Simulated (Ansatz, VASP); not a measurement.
## HfN: VASP beside Ansatz

Contents of INCAR:

```
SYSTEM = HfN
PREC = Accurate
ENCUT = 520
EDIFF = 1E-6
ISMEAR = 0
SIGMA = 0.15
LREAL = .False.
LASPH = .True.
NELM = 60
ALGO = Normal
ISIF = 2
LWAVE = .False.
LCHARG = .False.
NBANDS = 14
```

KPOINTS

```
regular mesh
0
Gamma
  18 18 18
  0 0 0
```

File POSCAR:

```
HfN
1.0
    0.0000000000      2.2590000000      2.4397200000
    2.2590000000      0.0000000000      2.4397200000
    2.2590000000      2.2590000000      0.0000000000
Hf N
1 1
Direct
    0.0000000000      0.0000000000      0.0000000000
    0.5000000000      0.5000000000      0.5000000000
```

Input for Ansatz:

```yaml
crystal:
  lattice:
    - [0.0, 2.259, 2.43972]
    - [2.259, 0.0, 2.43972]
    - [2.259, 2.259, 0.0]
  atoms:
    - { symbol: Hf, position: [0.0, 0.0, 0.0] }
    - { symbol: "N", position: [0.5, 0.5, 0.5] }
basis:
  ecutwfc: 420
kpoints:
  mp_grid: { grid: [18, 18, 18] }
hamiltonian:
  xc: lda
scf:
  occupations: { method: gaussian, width: 0.15 }
output:
  forces: true
  stress: true
  eigenvalues: true
```

Change from the starting cell: strain +0.000 along x and y, +0.080 along z, atoms carried along.

Alike in both runs: task single point; functional LDA; k mesh 18 × 18 × 18; occupations gaussian, width 0.15 eV; no spin polarisation.

|  | VASP | Ansatz |
| --- | --- | --- |
| version | VASP 6.6.1 | Ansatz 0.2.0 |
| potentials or method | VASP PAW LDA potentials, release 64 (Hf_pv, N) | scalar-relativistic, plane waves, PAW |
| plane-wave cutoff (eV) | 520 | 420 |
| valence electrons in the cell | 15 | 31 |

Ansatz gave:

```
gap on the k mesh at the Fermi level (eV)       : none
pressure (GPa)                                  : -23.3
largest component of the traceless stress (GPa) : 14.03
```

Problem. What did VASP give for the same quantities?

Solution. gap on the k mesh at the Fermi level (eV): none; pressure (GPa): -24.5; largest component of the traceless stress (GPa): 13.95.

A gap of «none» marks a metal or a gap that the smearing closes. The two sets of potentials don't hold the same shells in valence.

Caveats: so large a pressure means that the cell lies far from this level's equilibrium, or that cutoff or potentials fall short (VASP). The runs have no spin-orbit coupling, so splittings on Hf are missing.
